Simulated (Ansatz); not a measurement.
**A film clamped to a substrate in KBr**

Computed with DFT PBEsol, scalar-relativistic, plane waves, PAW in Ansatz 0.2.0. Settings: plane waves to 420 eV, k-mesh 6×6×6 (Γ-centred), Gaussian smearing 0.05 eV. No spin polarisation. Energies are free energies at this smearing, counted from the undisturbed cell; pressure is positive in compression.

The undisturbed cell (relaxed at this level):

```
K Br
1.0
     0.00000    3.27488    3.27488
     3.27488    0.00000    3.27488
     3.27488    3.27488    0.00000
K Br
1 1
Cartesian
  0.0000 0.0000 0.0000
  3.2749 3.2749 3.2749
```

The cell (2 atoms, V0 = 70.25 Å³) is strained by p along both x and y and by q along z, fractional coordinates fixed. τp = (1/V0) ∂E/∂p = (σxx + σyy)(1 + p)(1 + q) and τq = (1/V0) ∂E/∂q = σzz(1 + p)², with tension positive.

| p | q | ΔE (meV/atom) | τp (GPa) | τq (GPa) |
| --- | --- | --- | --- | --- |
| 0.000 | 0.000 | 0.00 | -0.01 | 0.00 |
| -0.040 | 0.000 | 17.51 | -4.35 | -0.38 |
| 0.040 | 0.000 | 12.11 | 2.53 | 0.38 |
| 0.000 | -0.040 | 7.88 | -0.40 | -1.97 |
| 0.000 | 0.040 | 5.26 | 0.36 | 1.09 |

Task: Get the second derivatives of the energy density.

Result: Central differences give A = ∂τp/∂p = 86 GPa (C11 + C22 + 2 C12), C = ∂τq/∂q = 38 GPa (C33) and the cross term B = ∂τq/∂p = 9.5 GPa (C13 + C23); ∂τp/∂q = 9.5 GPa must equal B, and any difference shows higher-order terms. Steps this large leave an error of some per cent of A or C in all of these, which can swamp a small B. The ions are clamped. In a cubic crystal C11 = C = 38, C12 = B/2 = 4.8 GPa and A should be 2(C11 + C12) = 86 GPa; the bulk modulus is (C11 + 2 C12)/3 = 15.9 GPa.

Task: A film of this crystal grows with z along the normal on a substrate that imposes p. How does its thickness respond, and what does the misfit cost?

Result: Count p and q from the stress-free cell. A free surface needs τq = 0, so q = −(B/C) p = -0.25 p. The energy density left is (A − B²/C) p²/2 = M p², with the biaxial modulus M = 42 GPa; a misfit of 1 % costs 0.92 meV/atom, against 0.94 meV/atom if the thickness were held.

At p = -0.080 the energies along q are 136.1 (q = -0.080), 98.8 (q = -0.040), 84.4 (q = 0.000), 83.6 (q = 0.040), 90.2 (q = 0.080) meV/atom.

Task: Does the linear rule hold at this misfit?

Result: A parabola through the lowest point and its neighbours has its minimum at q = 0.025, 83.0 meV/atom. With the stress left in the starting cell, τp0 and τq0, linear elasticity gives q = −(τq0 + Bp)/C = 0.020 and E = V0(τp0 p + τq0 q + Ap²/2 + Bpq + Cq²/2)/N = 58.9 meV/atom. The energies differ by more than a tenth, so the quadratic law fails here: the gap holds the anharmonic part, with some error from the wide steps. Cubic terms also shift the vertex of so wide a parabola.